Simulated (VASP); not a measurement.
Results of a VASP single-point calculation on BaTiO$_{3}$ (strained cubic perovskite)

POSCAR

```
Ba Ti O
 1.0000000000000000
     3.8343326595999998    0.0000000000000000    0.0000000000000000
     0.0000000000000000    3.8343326595999998    0.0000000000000000
     0.0000000000000000    0.0000000000000000    3.8343326595999998
 Ba  Ti  O
   1   1   3
Cartesian
  0.0000000000000000  0.0000000000000000  0.0000000000000000
  1.9171663297999999  1.9171663297999999  1.9171663297999999
  1.9171663297999999  1.9171663297999999  0.0000000000000000
  1.9171663297999999  0.0000000000000000  1.9171663297999999
  0.0000000000000000  1.9171663297999999  1.9171663297999999
```

The gap between bands v and c is 2.43 eV. The least direct gap is 2.43 eV.

Band v is the last that the valence electrons fill when counted band by band, and c is the next. Levels in eV from the top of v:

```csv
point,v−1,v,c,c+1
Γ,0.00,0.00,2.43,2.43
X,-0.72,-0.72,2.64,4.59
M,-0.77,-0.11,4.60,4.60
R,0.00,0.00,5.46,5.46
```

Task: Which of these levels of theory gave these results?
A. PBE with spin–orbit coupling
B. PBE0
C. LDA
D. HSE06
E. r²SCAN
F. PBEsol
G. PBE

Result: E.

The INCAR was:

```
EDIFF = 1E-7
ALGO = Normal
NELM = 120
IBRION = -1
NSW = 0
ISIF = 2
LASPH = .TRUE.
LWAVE = .FALSE.
METAGGA = R2SCAN
LREAL = .FALSE.
LCHARG = .TRUE.
ISMEAR = 0
ENCUT = 520
SIGMA = 0.01
PREC = Accurate
NBANDS = 28
LELF = .TRUE.
```
